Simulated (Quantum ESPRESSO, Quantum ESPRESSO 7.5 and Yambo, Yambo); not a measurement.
# MoS2 (P6_3/mmc): Bethe-Salpeter spectra with Yambo

Aim: the absorption spectrum of MoS2 (P6_3/mmc) with electron-hole interaction, and what each part of the kernel does.

Calculated with Quantum ESPRESSO 7.5 and Yambo 5.3.0; PBE and many-body steps on it, plane waves.

The database entry behind the starting cell differs from later determinations by our own check (about 0.3 % long), so it need not match the best structure at ambient conditions.

## 1. The structure

Symmetry: P6_3/mmc, No. 194, hexagonal system. Conventional cell: a = 3.169 Å, b = 3.169 Å, c = 12.324 Å, α = 90.00°, β = 90.00°, γ = 120.00°. Mo has 6 S at 2.41 Å nearest. Nearest to S lie 3 Mo at 2.41 Å. Farther neighbours and most contacts between anions are not listed.

As a file:

```cif
data_structure
_symmetry_space_group_name_H-M 'P6_3/mmc'
_symmetry_Int_Tables_number 194
_cell_length_a 3.1690
_cell_length_b 3.1690
_cell_length_c 12.3240
_cell_angle_alpha 90.000
_cell_angle_beta 90.000
_cell_angle_gamma 120.000
_cell_volume 107.18
loop_
_atom_site_label
_atom_site_type_symbol
_atom_site_symmetry_multiplicity
_atom_site_Wyckoff_symbol
_atom_site_fract_x
_atom_site_fract_y
_atom_site_fract_z
_atom_site_occupancy
Mo1 Mo 2 c 0.33333 0.66667 0.25000 1
S1 S 4 f 0.33333 0.66667 0.62300 1
```

The cell and positions come from the Crystallography Open Database and are kept as given unless a step says otherwise.

## 2. Empty states on the mesh, 3×3×1 mesh, 112 bands

This step: Quantum ESPRESSO 7.5; DFT, PBE, plane waves, norm-conserving pseudopotentials.

The sums over transitions need many empty states on a uniform mesh; this step solves for them.

The input, pw.in:

```
&control
  calculation = 'nscf'
  prefix = 'x'
  outdir = 'o'
  pseudo_dir = 'pseudo'
/
&system
  ibrav = 0
  nat = 6
  ntyp = 2
  ecutwfc = 72.0
  nbnd = 112
  force_symmorphic = .true.
/
&electrons
  conv_thr = 1e-9
  electron_maxstep = 80
  diago_full_acc = .true.
  diago_thr_init = 5e-6
/
ATOMIC_SPECIES
  Mo 95.95 Mo.upf
  S 32.06 S.upf
CELL_PARAMETERS angstrom
  3.1690000000 -0.0000000000 0.0000000000
  -1.5845000000 2.7444345046 0.0000000000
  0.0000000000 0.0000000000 12.3240000000
ATOMIC_POSITIONS crystal
  Mo 0.3333333333 0.6666666667 0.2500000000
  Mo 0.6666666667 0.3333333333 0.7500000000
  S 0.3333333333 0.6666666667 0.6230000000
  S 0.6666666667 0.3333333333 0.1230000000
  S 0.3333333333 0.6666666667 0.8770000000
  S 0.6666666667 0.3333333333 0.3770000000
K_POINTS automatic
  3 3 1 0 0 0
```

The run is started by

```bash
> OMP_NUM_THREADS=1 mpirun -n 8 pw.x -nk 4 -in pw.in > pw.out
```

The log of the run:

```text
Program PWSCF v.7.5 starts

     This program is part of the open-source Quantum ESPRESSO suite
     for quantum simulation of materials; please cite
         "P. Giannozzi et al., J. Phys.:Condens. Matter 21 395502 (2009);
         "P. Giannozzi et al., J. Phys.:Condens. Matter 29 465901 (2017);
         "P. Giannozzi et al., J. Chem. Phys. 152 154105 (2020);
     in publications or presentations arising from this work. More details at

     Atomic positions and unit cell read from directory:
     o/x.save/

     Message from routine setup:
[...]
k = 0.0000 0.3849 0.0000 (  7472 PWs)   bands (ev):

[...]
k = 0.3333 0.5774 0.0000 (  7476 PWs)   bands (ev):

[...]
45.9635  46.0250  46.0250  46.1253  46.1809  46.1809  47.4762  48.1075
    48.1075  48.5384  48.7534  48.8184  48.8184  49.3135  49.6259  49.6259

     highest occupied, lowest unoccupied level (ev):    10.9922   12.0439

     XML data file, pseudopotentials, collected wavefunctions

=------------------------------------------------------------------------------=
   JOB DONE.
=------------------------------------------------------------------------------=
```

Elapsed: 6.9 s, on 8 MPI ranks of Arm Neoverse V2, shared host; peak memory 0.62 GiB; 49 s of CPU time.

This step gave:

* gap: 1.052 eV
* k of the valence top: 0, 0, 0
* k of the conduction bottom: 0.3333, 0.3333, 0
* least direct gap: 1.654 eV
* k points computed: 3
* lowest point of the top converged band, above the valence top: 38.63 eV

On this mesh the gap is 1.052 eV.

The density comes from a self-consistent run that is not shown.

## 3. Conversion and set-up

This step: Yambo 5.3.0; conversion and set-up on PBE, plane waves, norm-conserving pseudopotentials.

The states are converted to the many-body program's format and the q mesh is built.

The run is started by

```bash
> (cd o/x.save; p2y > p2y.log; mv SAVE ../..); yambo > setup.log
```

The log of the run:

```text
 Yambo, version 5.3.0

 [02] CORE Variables Setup
 =========================

  [02.01] Unit cells
  ==================

  Cell kind             :  HCP
  Atoms in the cell     :  Mo  S
  number of Mo atoms    :  2
  number of S  atoms    :   4

  List of atomic masses
  Mass of Mo    :  95.95000
  Mass of S     :  32.06000

  List of atomic coordinates    : [cc]
  Mo1       : -0.29943E-09   3.4575       5.8222      order 1
  Mo2       :   2.99427   1.72874  17.46674  order 2
  S1       : -0.29943E-09   3.4575       14.509      order 3
[...]
0.000000  0.000000  0.000000  0.000000  0.000000  0.000000  0.000000  0.000000

 [03] Transferred momenta grid and indexing
 ==========================================

 IBZ Q-points                                      :  3
 BZ  Q-points                                      :   9

 K/Q-points units:
 rlu = crystal or reduced units; cc = cartesian coordinates; iku = interal k-units

 Q [1]          [rlu]:  0.000000  0.000000  0.000000
 Q [2]          [rlu]: -0.79644E-17  0.33333       0.0000
 Q [3]          [rlu]:  0.333333  0.333333  0.000000

  [03.01] X indexes
  =================

   [03.01.01] Sigma indexes
   ========================

 [06] Game Over & Game summary
```

Elapsed: 2 s, on 1 MPI rank; peak memory 0.24 GiB.

## 4. Screening and self-energy, 3×3×1 mesh, 112 bands, screening to 95.2 eV

G0W0 replaces the xc potential by the self-energy, built once from these orbitals. Only a window of levels is corrected, while the sums run over the empty bands that the input names.

This step: G0W0 on PBE, plane waves, norm-conserving pseudopotentials.

The input, gw1.in:

```
HF_and_locXC
gw0
dyson
ppa
em1d
rim_cut
RandQpts= 1000000
RandGvec= 1 RL
EXXRLvcs= 72 Ry
VXCRLvcs= 288 Ry
Chimod= "HARTREE"
% BndsRnXp
 1 | 112 |
%
NGsBlkXp= 7 Ry
% LongDrXp
 1 | 1 | 1 |
%
% GbndRnge
 1 | 112 |
%
DysSolver= "n"
ExtendOut
PPAPntXp= 27.21138 eV
% QPkrange
 1 | 1 | 25 | 28 |
 3 | 3 | 25 | 28 |
%
```

The run is started by

```bash
> OMP_NUM_THREADS=2 mpirun -n 4 yambo -F gw1.in -J gw1 -C gw1 > gw1.log
```

The log of the run:

```text
 Yambo, version 5.3.0

 [02] CORE Variables Setup
 =========================

  [... cell, symmetries and grids as in the set-up ...]

  [02.05] Energies & Occupations
  ==============================

  [X] === General ===
  [X] Electronic Temperature                        :  0.000000  0.000000 [eV K]
  [X] Bosonic    Temperature                        :  0.000000  0.000000 [eV K]
  [X] Finite Temperature mode                       : no
  [X] El. density                                   :  0.48515E+24 [cm-3]
[...]
QP @ state[ 1 ] b range                          :  25  28
   QP @ state[ 2 ] K range                          :  3  3
   QP @ state[ 2 ] b range                          :  25  28
   GF energies kind                                 : Perdew, Burke & Ernzerhof(X)+Perdew, Burke & Ernzerhof(C)
   GF WF`s kind                                     : Perdew, Burke & Ernzerhof(X)+Perdew, Burke & Ernzerhof(C)
   Xs energies kind                                 : Perdew, Burke & Ernzerhof(X)+Perdew, Burke & Ernzerhof(C)
   Xs WF`s kind                                     : Perdew, Burke & Ernzerhof(X)+Perdew, Burke & Ernzerhof(C)

 [11] Game Over & Game summary
```

Elapsed: 13 s, on 4 MPI ranks; peak memory 1.8 GiB; 71 s of CPU time.

This step gave:

| Property | Result |
| --- | --- |
| G0W0 gap on the points computed | 1.740 eV |
| starting gap on the mesh | 1.052 eV |
| k of the valence top | 0, 0, 0 |
| k of the conduction bottom | 0.3333, 0.3333, 0 |
| least direct G0W0 gap on the computed points | 2.303 eV |

The gap on the mesh goes from 1.05 eV to 1.74 eV, a correction of +0.69 eV.

The gap opens by 0.688 eV; the next steps shift the empty bands rigidly by 0.650 eV, the correction at the start's least direct gap.

## 5. Empty states on the mesh, 3×3×1 mesh, 51 bands

This step: Quantum ESPRESSO 7.5; DFT, PBE, plane waves, norm-conserving pseudopotentials.

pw.in: that of step 2 with these lines changed.

```diff
@@ -11,3 +11,3 @@
   ecutwfc = 72.0
-  nbnd = 112
+  nbnd = 51
   force_symmorphic = .true.
```

The run is started by

```bash
> OMP_NUM_THREADS=1 mpirun -n 8 pw.x -nk 4 -in pw.in > pw.out
```

The log of the run:

```text
[banner, memory and clock lines left out]
Program PWSCF v.7.5 starts

     Atomic positions and unit cell read from directory:
     o/x.save/

     Message from routine setup:
     using ibrav=0 with symmetry is DISCOURAGED, use correct ibrav instead

     Message from routine divide_et_impera:
     suboptimal parallelization: some nodes have no k-points

     bravais-lattice index     =            0
     lattice parameter (alat)  =       5.9885  a.u.
     unit-cell volume          =     723.3082 (a.u.)^3
     number of atoms/cell      =            6
[...]
7.7226   7.7359   7.7359   8.8164   8.8164   8.8630   8.8630   9.8089
[...]
23.3813  23.8451  25.8694

          k = 0.0000 0.3849 0.0000 (  7472 PWs)   bands (ev):

[...]
24.4784  24.5073  25.1073

          k = 0.3333 0.5774 0.0000 (  7476 PWs)   bands (ev):

[...]
15.2128  15.2128  16.7716  18.0431  18.0431  18.5673  20.5224  20.5224
    21.5399  21.7026  21.7026  21.8323  22.0576  22.3977  23.3576  23.3576
    23.7269  23.7270  23.9075

     highest occupied, lowest unoccupied level (ev):    10.9922   12.0439

     XML data file, pseudopotentials, collected wavefunctions
```

The job ended after 2.8 s (8 MPI ranks; peak memory 0.5 GiB; 19 s of CPU time).

Numbers from this step:

| Item | Value |
| --- | --- |
| gap | 1.052 eV |
| k of the valence top | 0, 0, 0 |
| k of the conduction bottom | 0.3333, 0.3333, 0 |
| least direct gap | 1.654 eV |
| k points computed | 3 |
| lowest point of the top converged band, above the valence top | 12.92 eV |

On this mesh the gap is 1.052 eV.

## 6. Conversion and set-up

This step: Yambo 5.3.0; conversion and set-up on PBE, plane waves, norm-conserving pseudopotentials.

The run is started by

```bash
> (cd o/x.save; p2y > p2y.log; mv SAVE ../..); yambo > setup.log
```

The log of the run:

```text
 Yambo, version 5.3.0

 [02] CORE Variables Setup
 =========================

  [02.01] Unit cells
  ==================

  Cell kind             :  HCP
  Atoms in the cell     :  Mo  S
  number of Mo atoms    :  2
  number of S  atoms    :   4

  List of atomic masses
  Mass of Mo    :  95.95000
  Mass of S     :  32.06000

  List of atomic coordinates    : [cc]
  Mo1       : -0.29943E-09   3.4575       5.8222      order 1
  Mo2       :   2.99427   1.72874  17.46674  order 2
  S1       : -0.29943E-09   3.4575       14.509      order 3
[...]
0.000000  0.000000  0.000000  0.000000  0.000000  0.000000  0.000000  0.000000
   0.000000  0.000000  0.000000

 [03] Transferred momenta grid and indexing
 ==========================================

 IBZ Q-points                                      :  3
 BZ  Q-points                                      :   9

 K/Q-points units:
 rlu = crystal or reduced units; cc = cartesian coordinates; iku = interal k-units

 Q [1]          [rlu]:  0.000000  0.000000  0.000000
 Q [2]          [rlu]: -0.79644E-17  0.33333       0.0000
 Q [3]          [rlu]:  0.333333  0.333333  0.000000

  [03.01] X indexes
  =================

   [03.01.01] Sigma indexes
   ========================

 [06] Game Over & Game summary
```

It took 1.9 s on 1 MPI rank; peak memory 0.24 GiB.

(Continued in part 2 of 4.)

[Paths, hosts, dates, memory and timing lines, banners, echoed tables and standing remarks are left out of the program output.]

[Logs are printed without paths, hosts, clocks, repeated set-up lines and the standing remarks that a program may print on its own settings, such as how far it seeks lower states.]

[Runs of the session that timed out or met a known fault of the program may be left out.]

[Hosts, paths, dates, database ids (printed as entryN), source tags and the programs' standing remarks are cut or masked in the printed files.]
